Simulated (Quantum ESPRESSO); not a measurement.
Crystal: MoS2.

```
Mo S
1.0
     3.22746    0.00000    0.00000
    -1.61373    2.79507    0.00000
     0.00000    0.00000    6.31247
Mo S
1 2
Cartesian
  0.0000 0.0000 3.1562
  1.6137 0.9317 4.7008
  0.0000 1.8634 1.6117
```

Measurements of this composition are mostly on another form, of space group No. 194.

Base run:

| Property | Result |
| --- | --- |
| Program | Quantum ESPRESSO 7.5 |
| Functional | PBEsol |
| Potentials or basis | PseudoDojo 0.4.1 SR PBEsol standard |
| Cutoff | 1088 eV |
| Density cutoff | 4354 eV |
| k mesh | 9 × 9 × 4 |
| Occupations | fermi-dirac, width 0.05 eV |
| Spin | no spin polarisation |

Its results: band gap on the k mesh none (metal or under the smearing width); pressure -3.4 GPa; largest force 0.028 eV/Å.

After a change of settings the same cell gave: band gap on the k mesh none (metal or under the smearing width); pressure -5.9 GPa; largest force 0.145 eV/Å. Which change was it?
A. potentials or basis from PseudoDojo 0.4.1 SR PBEsol standard to PseudoDojo 0.4 FR PBEsol standard; spin from no spin polarisation to spin-orbit coupling, no magnetisation
B. functional from PBEsol to LDA; potentials or basis from PseudoDojo 0.4.1 SR PBEsol standard to PseudoDojo 0.4.1 SR LDA standard
C. potentials or basis from PseudoDojo 0.4.1 SR PBEsol standard to GBRV 1.5 PBEsol; cutoff from 1088 eV to 612 eV; density cutoff from 4354 eV to 4898 eV; k mesh from 9 × 9 × 4 to 7 × 7 × 3

B.

Caveats: this functional lacks dispersion, which binds the layers, so the pressure and a relaxed spacing across them are unreliable (some runs).

Not every run made on this cell is shown here.
